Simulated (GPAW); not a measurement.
# Ag: optical spectrum with PBE

The system is Ag.

```
Ag
1.0
     0.00000    2.04275    2.04275
     2.04275    0.00000    2.04275
     2.04275    2.04275    0.00000
Ag
1
Direct
  0.00000 0.00000 0.00000
```

* Program: GPAW 26.7.0
* Task: optical spectrum
* Functional: PBE
* Potentials or basis: GPAW PAW data sets (gpaw-data 1.2.1)
* Cutoff: 450 eV
* Basis: pw
* k mesh: 9 × 9 × 9
* Occupations: fermi-dirac, width 0.05 eV
* Spin: no spin polarisation
* Eta: 0.1 eV
* Response ecut: 50 eV
* Scissors: 0 eV
* Kernel: RPA
* Maxiter: 150
* Response k mesh: 28 × 28 × 28
* Domega0: 0.05 eV
* Omega2: 10 eV
* Response bands: 19
* Directions: ["x"]
* Intraband: yes

- Band gap on the k mesh: none (metal or under the smearing width)

Dielectric function (mean over the directions given):
| energy (eV) | real part | imaginary part |
| --- | --- | --- |
| 0.67 | -137.50 | 43.46 |
| 1.04 | -56.07 | 11.74 |
| 1.54 | -23.45 | 3.71 |
| 2.00 | -11.76 | 1.77 |
| 2.54 | -4.65 | 1.07 |
| 2.91 | -0.91 | 1.57 |
| 3.43 | 0.80 | 4.11 |
| 3.89 | -0.13 | 5.18 |
| 4.44 | -1.26 | 5.31 |
| 4.79 | -1.34 | 3.98 |
| 5.31 | -1.31 | 3.50 |
| 5.76 | -0.85 | 2.94 |
| 6.31 | -0.70 | 2.37 |
| 6.79 | -0.46 | 1.90 |
| 7.12 | 0.09 | 1.74 |
| 7.63 | 0.26 | 1.62 |
| 8.16 | 0.40 | 1.83 |
| 8.71 | 0.54 | 1.73 |
| 9.08 | 0.43 | 1.61 |
| 9.56 | 0.63 | 1.60 |
| 10.06 | 0.63 | 1.68 |
| 10.57 | 0.60 | 1.50 |
| 10.88 | 0.61 | 1.47 |
| 11.41 | 0.64 | 1.34 |
| 11.96 | 0.77 | 1.40 |
| 12.42 | 0.84 | 1.46 |
| 12.88 | 0.77 | 1.62 |
| 13.36 | 0.71 | 1.63 |
| 13.85 | 0.52 | 1.58 |
| 14.35 | 0.41 | 1.46 |
| 14.86 | 0.37 | 1.29 |
| 15.26 | 0.36 | 1.25 |
| 15.80 | 0.37 | 1.14 |
| 16.36 | 0.39 | 1.06 |
| 16.93 | 0.43 | 0.99 |
| 17.36 | 0.45 | 0.92 |
| 17.96 | 0.49 | 0.83 |
| 18.58 | 0.56 | 0.79 |
| 19.22 | 0.69 | 0.74 |
| 19.87 | 0.87 | 0.87 |

Wall time 91 s on 1 thread of Arm Neoverse V2, on a shared host, peak memory 0.39 GiB.

Caveat: the intraband term hangs on this k mesh; the long-wavelength limit can be off by several per cent where d states take part; independent-particle spectra lack excitons.
